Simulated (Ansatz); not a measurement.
# NaBr (rock salt), frozen-phonon scan

Relaxed NaBr (rock salt):

```xyz
4
Lattice="0.0000 6.0360 6.0360 3.0180 0.0000 3.0180 3.0180 3.0180 0.0000" Properties=species:S:1:pos:R:3 pbc="T T T"
Br     0.0000     0.0000     0.0000
Br     3.0180     3.0180     6.0360
Na     3.0180     3.0180     3.0180
Na     3.0180     6.0360     6.0360
```

The atoms are displaced by Q × the pattern below (from a DFPT mode at L = (0.5, 0.0, 0.0), largest move 1; Q in Å), at fixed cell. It is one choice among 2 degenerate patterns. (q is in reciprocal vectors of the primitive cell; the cell shown is doubled to hold the pattern.)

```tsv
atom	x	y	z
Na3	0.285	-0.520	0.805
Na4	-0.285	0.520	-0.805
```

Atoms not listed stay in place.

Computed with PBE (plane waves to 420 eV, PAW, scalar-relativistic; Ansatz, an electronic-structure program). k mesh 5×10×10 (Γ-centred), Fermi-Dirac smearing 0.05 eV. Energies are smeared free energies. Compression counts positive. NaBr was relaxed with its symmetry unable to fall. The zero of ΔE is the undisplaced structure.

```json
[
 {"Q (Å)": "-0.180", "ΔE (meV/cell)": "36.6", "P (GPa)": "0.22", "−dE/dQ from forces (eV/Å)": "0.411"},
 {"Q (Å)": "-0.150", "ΔE (meV/cell)": "25.3", "P (GPa)": "0.15", "−dE/dQ from forces (eV/Å)": "0.340"},
 {"Q (Å)": "-0.120", "ΔE (meV/cell)": "16.1", "P (GPa)": "0.10", "−dE/dQ from forces (eV/Å)": "0.270"},
 {"Q (Å)": "-0.090", "ΔE (meV/cell)": "9.1", "P (GPa)": "0.05", "−dE/dQ from forces (eV/Å)": "0.202"},
 {"Q (Å)": "-0.060", "ΔE (meV/cell)": "4.0", "P (GPa)": "0.02", "−dE/dQ from forces (eV/Å)": "0.134"},
 {"Q (Å)": "-0.030", "ΔE (meV/cell)": "1.0", "P (GPa)": "0.00", "−dE/dQ from forces (eV/Å)": "0.067"},
 {"Q (Å)": "0.000", "ΔE (meV/cell)": "0.0", "P (GPa)": "0.00", "−dE/dQ from forces (eV/Å)": "0.000"},
 {"Q (Å)": "0.030", "ΔE (meV/cell)": "1.0", "P (GPa)": "0.00", "−dE/dQ from forces (eV/Å)": "-0.067"},
 {"Q (Å)": "0.060", "ΔE (meV/cell)": "4.0", "P (GPa)": "0.02", "−dE/dQ from forces (eV/Å)": "-0.134"},
 {"Q (Å)": "0.090", "ΔE (meV/cell)": "9.1", "P (GPa)": "0.05", "−dE/dQ from forces (eV/Å)": "-0.202"},
 {"Q (Å)": "0.120", "ΔE (meV/cell)": "16.1", "P (GPa)": "0.10", "−dE/dQ from forces (eV/Å)": "-0.270"},
 {"Q (Å)": "0.150", "ΔE (meV/cell)": "25.3", "P (GPa)": "0.15", "−dE/dQ from forces (eV/Å)": "-0.340"},
 {"Q (Å)": "0.180", "ΔE (meV/cell)": "36.6", "P (GPa)": "0.22", "−dE/dQ from forces (eV/Å)": "-0.411"}
]
```

Summary:

The energy at Q = 0.180 Å is 36.6 meV/cell. Space group of the distorted cell: P-1 (No. 2), lowered from Fm-3m. Symmetry of the curve: even: the same for both signs. Shape of the curve: a single well with its minimum at or next to zero displacement. Harmonic wavenumber from the curvature (finite differences): 115 cm⁻¹. Wavenumber by perturbation theory (DFPT, on another k mesh): 115 cm⁻¹.

The 13 points together took around 5 core-minutes (rough).

(A displaced cell: forces are minus the slopes of the energy, force constants its curvatures, and phonons follow from these.)
